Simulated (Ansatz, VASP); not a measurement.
## One calculation of KBr, two programs

Contents of INCAR:

```
ALGO = Normal
EDIFF = 1E-6
ENCUT = 520
GGA = PE
ISIF = 2
ISMEAR = 0
LASPH = T
LCHARG = F
LREAL = F
LWAVE = F
NBANDS = 15
NELM = 80
PREC = Accurate
SIGMA = 0.05
```

Contents of KPOINTS:

```
k-points
0
Gamma
  6 6 6
```

The input POSCAR:

```
KBr
1.0
    0.0000000000      3.2925000000      3.2925000000
    3.2925000000      0.0000000000      3.2925000000
    3.2925000000      3.2925000000      0.0000000000
K Br
1 1
Direct
    0.0000000000      0.0000000000      0.0000000000
    0.5000000000      0.5000000000      0.5000000000
```

Input for Ansatz:

```yaml
crystal:
  lattice:
    - [0.0, 3.2925, 3.2925]
    - [3.2925, 0.0, 3.2925]
    - [3.2925, 3.2925, 0.0]
  atoms:
    - { symbol: K, position: [0.0, 0.0, 0.0] }
    - { symbol: Br, position: [0.5, 0.5, 0.5] }
basis:
  ecutwfc: 420
kpoints:
  mp_grid: { grid: [6, 6, 6] }
hamiltonian:
  xc: pbe
scf:
  occupations: { method: gaussian, width: 0.05 }
output:
  forces: true
  stress: true
  eigenvalues: true
  write_density: true
  write_potential: true
  elf: true
  volumetric_format: npy
```

Alike in both runs: task single point; functional PBE; k mesh 6 × 6 × 6; occupations gaussian, width 0.05 eV; no spin polarisation.

```csv
,VASP,Ansatz
version,VASP 6.6.1,Ansatz 0.2.0
potentials or method,"VASP PAW PBE potentials, release 64 (K_sv, Br)","scalar-relativistic, plane waves, PAW"
plane-wave cutoff (eV),520,420
valence electrons in the cell,16,16
```

VASP gave:

```
gap on the k mesh at the Fermi level (eV) : 4.45
least direct gap on the mesh (eV)         : 4.45
pressure (GPa)                            : 0.9
```

Task: What did Ansatz give for the same quantities?

Result: gap on the k mesh at the Fermi level (eV): 4.45; least direct gap on the mesh (eV): 4.45; pressure (GPa): 0.8.

As with any semilocal functional, this PBE gap is likely too small.
